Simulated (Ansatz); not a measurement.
SrCl2, CdI2 type, relaxed with r2SCAN+rVV10 in Ansatz. It is trigonal, P-3m1 (No. 164); a = 4.407 Å, c = 5.596 Å in the conventional setting, 31.38 Å³ an atom. Sr has 6 Cl at 2.90 Å; Cl has 3 Sr at 2.90 Å.

The axes x, y and z are those of this cell:
```yaml
crystal:
  lattice:
    - [4.40725, 0.00000, 0.00000]
    - [-2.20362, 3.81679, 0.00000]
    - [0.00000, 0.00000, 5.59606]
  atoms:
    - { symbol: Sr, position: [0.00000, 0.00000, 0.00000] }
    - { symbol: Cl, position: [0.33333, 0.66667, 0.24870] }
    - { symbol: Cl, position: [0.66667, 0.33333, 0.75130] }
```

Unstrained: The PBE gap is direct at Γ: 5.163 eV. The r2SCAN gap is direct at Γ: 5.789 eV. HSE06 gives a direct gap of 6.455 eV at Γ. Meshes: PBE 6×6×6, r2SCAN 6×6×6, HSE06 6×6×4. Strains are changes of length per length, and xy shears are angles. After each strain the atoms were relaxed again with r2SCAN+rVV10 within the symmetry that the strain leaves, so tilts or polar shifts that break it weren't tested; points keep the names that they have in the unstrained zone. No spin polarisation and no zero-point or thermal motion; the cell was built from a prototype and may be hypothetical.

Problem. Apply epitaxial +3.97 % in the xy plane, free normal strain -4.75 %. How far does the gap move, against the unstrained cell?

Solution. PBE: the gap goes from 5.163 to 4.797 eV (-0.366 eV); with r2SCAN the top three valence levels at Γ, grouped 1+2 from the top over 472 meV, become 1+2 over 521 meV. r2SCAN: the gap goes from 5.789 to 5.393 eV (-0.396 eV). HSE06: the gap goes from 6.455 to 6.077 eV (-0.378 eV).

Problem. Estimate what xy shear, engineering strain (angle) +2.15 % does to the gap.

Solution. PBE: the gap goes from 5.163 to 5.157 eV (-0.006 eV); with r2SCAN the top three valence levels at Γ, grouped 1+2 from the top over 472 meV, become 1+1+1 over 500 meV. r2SCAN: the gap goes from 5.789 to 5.783 eV (-0.006 eV). HSE06: the gap goes from 6.455 to 6.449 eV (-0.006 eV).

The meshes of the hybrids are coarse, so their gaps aren't converged to the digits shown.

The splittings at Γ are without spin-orbit coupling, which regroups them where it is of like size or larger.
